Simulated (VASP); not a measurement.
**Zn under changes of volume**

One of the cells (14.558 Å³/atom); the others are scaled copies at fixed shape and fractional positions:

```
CELL_PARAMETERS angstrom
-1.53819 1.53819 1.53819
1.53819 -1.53819 1.53819
1.53819 1.53819 -1.53819
ATOMIC_POSITIONS crystal
Zn 0.00000 0.00000 0.00000
```

This isn't the form of Zn at room conditions, which is hcp.

```yaml
Program: VASP 6.6.1
Functional: r2SCAN
Potentials_or_basis: VASP PAW PBE potentials, release 64 (Zn)
Cutoff: 520 eV
k_mesh: 10 × 10 × 10
Occupations: fermi-dirac, width 0.05 eV
Spin: no spin polarisation
```

```tsv
volume (Å³/atom)	energy over the lowest point (meV/atom)	pressure (GPa)
13.975	7.12	4.1
14.266	1.82	2.1
14.558	0.00	0.2
14.849	?	?
15.140	5.49	-2.8
```

Problem. What does the run at 14.849 Å³/atom give?

Solution. Energy over the lowest point 1.34 meV/atom; pressure -1.4 GPa.

Worked out: A Birch-Murnaghan fit of order 2 (a polynomial in V^(-2/3)) to the other rows has its minimum at 14.58 Å³/atom with B0 = V·E''(V) = 86 GPa. It gives 1.32 meV/atom at 14.849 Å³/atom, against the run's 1.34, and -dE/dV = -1.5 GPa, against -1.4.

Energies are extrapolated to zero smearing.

Caveats: the PAW data sets were made with another functional, which shifts forces and pressure a little.
